**Two-dimensional t2g bands and the indirect gap of polar BaTiO3**

The table holds four filled and two empty Kohn-Sham levels of P4mm BaTiO3 at seven points of a 7x7x7 mesh, from all-electron LAPW DFT (FLEUR, WC functional, no spin-orbit coupling), counted from the valence top. The program fits a 3×3 tight-binding model of the Ti $d_{xy}$, $d_{xz}$, $d_{yz}$ bands to the fourteen empty levels with three, five and seven parameters and compares it with one isotropic parabola for the lowest level. The seven-parameter model leaves an rms deviation of 0.013 eV, worst at point 5, while the two-parameter parabola misses point 2 by 0.72 eV. Checks without a fit show that the spacing along Γ–M follows $\sin^2 2\pi a$ within a spread of 11 % of the mean and that the pair mean at point 4 lies below a single sine law. The output also gives direct gaps, valence steps and a two-point line towards M that fails at point 4; orbital labels are those of the model.

Calculated values. Band levels of tetragonal BaTiO3 (P4mm, 5-atom cell, fixed geometry) from FLEUR MaX-R8.1 (later development tree), all-electron FLAPW with the WC functional, without spin polarisation or spin-orbit coupling. The rows are selected points of a 7×7×7 k mesh, with Fermi-Dirac smearing of 0.05 eV, and energies are counted from the valence top.

## Program and output

```python
# Table: Kohn-Sham levels (eV, zero at valence top) of P4mm BaTiO3 at 7 points of a 7x7x7 mesh,
# FLEUR all-electron LAPW, WC functional, no spin-orbit. Tested: 3x3 t2g tight-binding model of
# the two lowest empty levels, against one isotropic parabola; plus readings of the valence levels.
T = {
    'point_a': [0.0, 0.0, 0.0, 0.1429, 0.1429, 0.2857, 0.4286],  # reciprocal cell vector
    'point_b': [0.0, 0.0, 0.2857, 0.1429, 0.1429, 0.2857, 0.4286],  # reciprocal cell vector
    'point_c': [0.0, 0.4286, 0.1429, 0.0, 0.1429, 0.0, 0.0],  # reciprocal cell vector
    'level_point': [1, 2, 3, 4, 5, 6, 7],  # row
    'level_under_4': [-1.075, -1.804, -1.373, -1.076, -1.283, -1.618, -1.59],  # eV
    'level_under_3': [-0.169, -1.781, -1.076, -1.051, -0.918, -0.971, -0.971],  # eV
    'level_under_2': [-0.158, -0.558, -0.769, -0.341, -0.471, -0.951, -0.86],  # eV
    'level_under_1': [-0.158, -0.558, -0.558, -0.335, -0.441, -0.317, -0.01],  # eV
    'level_over_1': [1.881, 2.008, 2.482, 2.306, 2.51, 2.964, 3.575],  # eV
    'level_over_2': [2.096, 3.609, 3.037, 2.435, 2.627, 3.144, 3.613],  # eV
}
import numpy as np
from scipy.optimize import least_squares
from scipy import constants as C
K = np.round(7*np.array([T['point_a'], T['point_b'], T['point_c']], float).T)/7  # mesh fractions n/7
c1, c2, v1, v2, v3, v4 = [np.array(T[k], float) for k in ('level_over_1', 'level_over_2',
    'level_under_1', 'level_under_2', 'level_under_3', 'level_under_4')]
a0, c0, dS, dE = 4.0, 4.018, 1.892, 2.003   # A, cell edges and Ti-O contacts of the same run
s, w, E = np.sin(np.pi*K)**2, np.sin(2*np.pi*K), np.array([c1, c2]).T
def solve(p):
    E0, d, Lxy, La, Lc, H, M = p
    ev, wt = [], []
    for (x, y, z), (u, v, t) in zip(s, w):   # basis xy, xz, yz
        h = np.array([[Lxy*(x+y)+H*z, M*v*t, M*u*t], [M*v*t, d+La*x+Lc*z+H*y, M*u*v],
                      [M*u*t, M*u*v, d+La*y+Lc*z+H*x]])
        e, vec = np.linalg.eigh(h)
        ev.append(E0+e[:2]); wt.append(vec[0, :2]**2)
    return np.array(ev), np.array(wt)
def fit(expand, starts):
    r = min((least_squares(lambda q: (solve(expand(q))[0]-E).ravel(), x) for x in starts), key=lambda f: f.cost)
    return np.array(expand(r.x)), r.fun
rms = lambda r: float(np.sqrt(np.mean(np.square(r))))
print("rounding of table levels: 0.0005 eV; slopes multiply sin^2(pi k)")
runs = [("flat 2D bands, 3 par", lambda q: [q[0], q[1], q[2], q[2], q[2], 0, 0], [[1.9, .2, L] for L in (1.4, 1.6, 1.8)]),
        ("add H and M, 5 par", lambda q: [q[0], q[1], q[2], q[2], q[2], q[3], q[4]], [[1.9, .2, 1.6, .1, m] for m in (.1, -.1)]),
        ("3 slopes, start M<0, 7 par", list, [[1.9, .2, L, 1.45, 1.6, .13, -.1] for L in (1.6, 1.85)]),
        ("3 slopes, start M>0, 7 par", list, [[1.9, .2, L, 1.45, 1.6, .13, .1] for L in (1.6, 1.85)])]
print("fits to 14 empty levels; parameters E0, delta, Lxy, La, Lc, H, M in eV")
res = [fit(f, st) for _, f, st in runs]
for (n, _, _), (p, r) in zip(runs, res):
    print(f"{n}: " + " ".join(f"{x:.3f}" for x in p) + f" | rms {rms(r):.3f} max {abs(r).max():.3f} eV")
p = min(res[2:], key=lambda t: rms(t[1]))[0]
em, wt = solve(p); R = em-E
k2 = (2*np.pi)**2*((K[:, 0]**2+K[:, 1]**2)/a0**2+K[:, 2]**2/c0**2)
pf = np.polyfit(k2, c1, 1); rp = np.polyval(pf, k2)-c1
print("point, |k| 1/A, rise of over 1, spacing, best 7-par model-table (1, 2) eV, xy weight (1, 2), parabola-table eV")
for i in range(7):
    print(f"{i+1} {k2[i]**.5:.3f} {c1[i]-c1[0]:.3f} {c2[i]-c1[i]:.3f} {R[i,0]:+.3f} {R[i,1]:+.3f} {wt[i,0]:.2f} {wt[i,1]:.2f} {rp[i]:+.3f}")
i, j = np.unravel_index(abs(R).argmax(), R.shape)
print(f"worst model level: point {i+1}, over {j+1}, {R[i,j]:+.3f} eV")
print(f"rms on over 1: model {rms(R[:,0]):.3f}, parabola {rms(rp):.3f} eV (2 par, worst point {abs(rp).argmax()+1})")
D = np.array([3, 5, 6]); q = (c2-c1)[D]/w[D, 0]**2; m = ((c1+c2)[D]/2-c2[0])/s[D, 0]
print("points 4, 6, 7 splitting/sin^2(2 pi a), eV:", " ".join(f"{x:.3f}" for x in q), f"spread {100*np.ptp(q)/q.mean():.0f} %")
print("points 4, 6, 7 (pair mean - over 2 at point 1)/sin^2(pi a), eV:", " ".join(f"{x:.3f}" for x in m))
print(f"point 2 rise/sin^2(pi c): over 1 {(c1[1]-c1[0])/s[1,2]:.3f}, over 2 {(c2[1]-c2[0])/s[1,2]:.3f} eV")
print(f"pair mean at point 7 {(c1[6]+c2[6])/2:.3f}, over 2 at point 2 {c2[1]:.3f} eV; model xy diagonal at 7 {p[0]+2*p[2]*s[6,0]:.2f} eV")
print(f"rise of over 1, point 7 / point 2: {(c1[6]-c1[0])/(c1[1]-c1[0]):.1f}")
h2 = C.hbar**2/C.m_e/C.e*1e20
print(f"rough model masses of xy band: in-plane {2*h2/(p[2]*a0**2):.1f}, along c {2*h2/(p[5]*c0**2):.0f} m_e")
g = ((c0-dS)/dS)**3.5   # d^-3.5 scaling of the p-d coupling
print(f"axial Ti-O {dS:.3f} and {c0-dS:.3f} A, c/a {c0/a0:.4f}, Ti off equatorial O plane about {(dE**2-a0**2/4)**.5:.2f} A")
print(f"delta from unequal axial bonds alone, order only: {p[4]*(g-1)**2/(4*g):.1f} eV; table {c2[0]-c1[0]:.3f} eV")
print("direct gaps, points 1-7, eV:", " ".join(f"{x:.3f}" for x in c1-v1))
print(f"direct gap at point 1 minus gap on mesh: {-v1[0]:.3f} eV; highest printed filled level {v1.max():.3f} eV at point {v1.argmax()+1}")
print(f"point 1: doublet-singlet {v1[0]-v3[0]:.3f}, next level {v3[0]-v4[0]:.3f} eV lower; point 2: doublet falls {v1[0]-v1[1]:.3f}, third level {v3[0]-v3[1]:.3f} eV")
print("steps of under 1 along points 1-4-6-7, eV:", " ".join(f"{x:+.3f}" for x in np.diff(v1[[0, 3, 5, 6]])))
sl = (v1[6]-v1[5])/(s[6, 0]-s[5, 0]); line = lambda x: v1[6]+sl*(x-s[6, 0])
print(f"sin^2 line through 6, 7: slope {sl:.2f}, at M {line(1):+.2f}, at point 1 {line(0):+.2f} eV")
print(f"line at point 4 {line(s[3,0]):+.2f} eV; nearest printed level is {min(abs(v[3]-line(s[3,0])) for v in (v1,v2,v3,v4)):.2f} eV away")
assert c1.argmin() == 0 and (c1-v1).argmin() == 0 and v1.max() < 0
assert abs(v1[0]-v2[0]) < 1e-3 and abs(v1[1]-v2[1]) < 1e-3
assert c1[1]-c1[0] < 0.2*(c1[6]-c1[0])
assert np.ptp(q) < 0.2*q.mean()
```

Running it gives:

```
rounding of table levels: 0.0005 eV; slopes multiply sin^2(pi k)
fits to 14 empty levels; parameters E0, delta, Lxy, La, Lc, H, M in eV
flat 2D bands, 3 par: 1.963 0.117 1.605 1.605 1.605 0.000 0.000 | rms 0.066 max 0.100 eV
add H and M, 5 par: 1.963 0.119 1.587 1.587 1.587 0.034 0.101 | rms 0.044 max 0.092 eV
3 slopes, start M<0, 7 par: 1.863 0.213 1.828 1.434 1.607 0.160 -0.092 | rms 0.019 max 0.057 eV
3 slopes, start M>0, 7 par: 1.865 0.219 1.823 1.430 1.606 0.156 0.104 | rms 0.013 max 0.032 eV
point, |k| 1/A, rise of over 1, spacing, best 7-par model-table (1, 2) eV, xy weight (1, 2), parabola-table eV
1 0.000 0.000 0.215 -0.016 -0.011 1.00 0.00 +0.156
2 0.670 0.127 1.601 +0.005 +0.002 1.00 0.00 +0.718
3 0.501 0.601 0.555 -0.011 -0.017 0.02 0.98 -0.060
4 0.317 0.425 0.129 +0.014 +0.012 0.00 0.00 -0.114
5 0.388 0.629 0.117 +0.032 -0.005 0.84 0.00 -0.242
6 0.635 1.083 0.180 -0.009 +0.008 0.00 0.00 -0.309
7 0.952 1.694 0.038 -0.003 -0.002 0.00 0.00 -0.149
worst model level: point 5, over 1, +0.032 eV
rms on over 1: model 0.016, parabola 0.323 eV (2 par, worst point 2)
points 4, 6, 7 splitting/sin^2(2 pi a), eV: 0.211 0.189 0.202 spread 11 %
points 4, 6, 7 (pair mean - over 2 at point 1)/sin^2(pi a), eV: 1.458 1.567 1.576
point 2 rise/sin^2(pi c): over 1 0.134, over 2 1.592 eV
pair mean at point 7 3.594, over 2 at point 2 3.609 eV; model xy diagonal at 7 5.33 eV
rise of over 1, point 7 / point 2: 13.3
rough model masses of xy band: in-plane 0.5, along c 6 m_e
axial Ti-O 1.892 and 2.126 A, c/a 1.0045, Ti off equatorial O plane about 0.11 A
delta from unequal axial bonds alone, order only: 0.1 eV; table 0.215 eV
direct gaps, points 1-7, eV: 2.039 2.566 3.040 2.641 2.951 3.281 3.585
direct gap at point 1 minus gap on mesh: 0.158 eV; highest printed filled level -0.010 eV at point 7
point 1: doublet-singlet 0.011, next level 0.906 eV lower; point 2: doublet falls 0.400, third level 1.612 eV
steps of under 1 along points 1-4-6-7, eV: -0.177 +0.018 +0.307
sin^2 line through 6, 7: slope 0.91, at M +0.03, at point 1 -0.87 eV
line at point 4 -0.70 eV; nearest printed level is 0.35 eV away
```
